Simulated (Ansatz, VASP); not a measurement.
## Two plane-wave programs on SnSe2

INCAR

```
PREC = Accurate
ENCUT = 520
EDIFF = 1E-7
ISMEAR = 0
SIGMA = 0.03
LREAL = False
LASPH = True
NELM = 100
ALGO = Normal
ISIF = 2
LWAVE = False
LCHARG = False
GGA = PE
IVDW = 12
NBANDS = 35
```

File KPOINTS:

```
Automatic mesh
0
Gamma
  6 6 2
```

File POSCAR:

```
SnSe2
1.0
    3.8390485964      0.0000000000      0.0000000000
   -1.9195242982      3.3247136108      0.0000000000
    0.0000000000      0.0000000000     12.0232621154
Sn Se
2 4
Direct
    0.0000000000      0.0000000000      0.0000000000
    0.0000000000      0.0000000000      0.5000000000
    0.3333333333      0.6666666667      0.1325764992
    0.3333333333      0.6666666667      0.6325764992
    0.6666666667      0.3333333333      0.3674235008
    0.6666666667      0.3333333333      0.8674235008
```

Input for Ansatz:

```yaml
crystal:
  lattice:
    - [3.8390485975, 0.0, 0.0]
    - [-1.9195242987, 3.3247136118, 0.0]
    - [0.0, 0.0, 12.0232621358]
  atoms:
    - { symbol: Sn, position: [0.0, 0.0, 0.0] }
    - { symbol: Sn, position: [0.0, 0.0, 0.5] }
    - { symbol: Se, position: [0.3333333333, 0.6666666667, 0.1325764989] }
    - { symbol: Se, position: [0.3333333333, 0.6666666667, 0.6325764989] }
    - { symbol: Se, position: [0.6666666667, 0.3333333333, 0.3674235011] }
    - { symbol: Se, position: [0.6666666667, 0.3333333333, 0.8674235011] }
basis:
  ecutwfc: 420
kpoints:
  mp_grid: { grid: [6, 6, 2] }
hamiltonian:
  xc: pbe
  dispersion: d3bj
scf:
  occupations: { method: gaussian, width: 0.03 }
output:
  forces: true
  stress: true
  eigenvalues: true
  write_density: true
  write_potential: true
  elf: true
  volumetric_format: npy
```

Alike in both runs: task single point; functional PBE; dispersion D3(BJ); k mesh 6 × 6 × 2; occupations gaussian, width 0.03 eV; no spin polarisation.

|  | VASP | Ansatz |
| --- | --- | --- |
| version | VASP 6.6.1 | Ansatz 0.2.0 |
| potentials or method | VASP PAW PBE potentials, release 64 (Sn_d, Se) | scalar-relativistic, plane waves, PAW |
| plane-wave cutoff (eV) | 520 | 420 |
| valence electrons in the cell | 52 | 92 |

```csv
,VASP,Ansatz,Ansatz less VASP
gap on the k mesh at the Fermi level (eV),0.63,0.64,+0.006
least direct gap on the mesh (eV),0.82,0.83,+0.011
pressure (GPa),0.1,0.0,-0.07
largest component of the traceless stress (GPa),0.11,0.12,+0.010
rms of the force components (eV/Å),0.000,0.006,+0.0062
```

Atom by atom the forces differ by 0.007 eV/Å (rms over components). The two sets of potentials don't hold the same shells in valence.

Caveats: spin-orbit coupling is left out, which moves the levels of the heavy elements. A k mesh can miss the band edges.
